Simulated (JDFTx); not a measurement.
# RbBr under changes of volume

One of the cells (40.248 Å³/atom); the others are scaled copies at fixed shape and fractional positions:

```
CELL_PARAMETERS angstrom
0.00000 3.42700 3.42700
3.42700 0.00000 3.42700
3.42700 3.42700 0.00000
ATOMIC_POSITIONS crystal
Rb 0.00000 0.00000 0.00000
Br 0.50000 0.50000 0.50000
```

| Quantity | Value |
| --- | --- |
| Program | JDFTx 1.7.0 (patched build) |
| Functional | LDA |
| Potentials or basis | PseudoDojo-SR-LDA-0.4.1-standard with smoothed tails |
| Cutoff | 599 eV |
| Density cutoff | 4789 eV |
| k mesh | 7 × 7 × 7 |
| Occupations | fermi-dirac, width 0.05 eV |
| Spin | no spin polarisation |

```csv
volume (Å³/atom),energy over the lowest point (meV/atom),pressure (GPa),gap on the mesh (eV)
37.833,0.00,-0.4,4.10
38.638,2.67,-0.7,4.05
39.443,6.89,-1.0,4.00
40.248,?,?,?
41.053,19.22,-1.5,3.90
41.858,26.98,-1.7,3.86
42.663,35.65,-1.8,3.82
```

What does the run at 40.248 Å³/atom give?

Energy over the lowest point 12.46 meV/atom; pressure -1.3 GPa; gap on the mesh 3.95 eV.

Worked out: A Birch-Murnaghan fit of order 3 (a polynomial in V^(-2/3)) to the other rows has its minimum at 37.06 Å³/atom, just outside them, with B0 = V·E''(V) = 18.5 GPa and B' = 5.2. It gives 12.46 meV/atom at 40.248 Å³/atom, against the run's 12.46, and -dE/dV = -1.2 GPa, against -1.3. A straight line through the other rows of the gap, of slope -2.36 eV per unit of ln V (its deformation potential), gives 3.95 eV, against the run's 3.95.

Energies are extrapolated to zero smearing.

Caveats: an odd mesh through Γ misses points on the zone boundary, where band edges often lie (some runs).

Spin-orbit coupling on Br, Rb is left out.
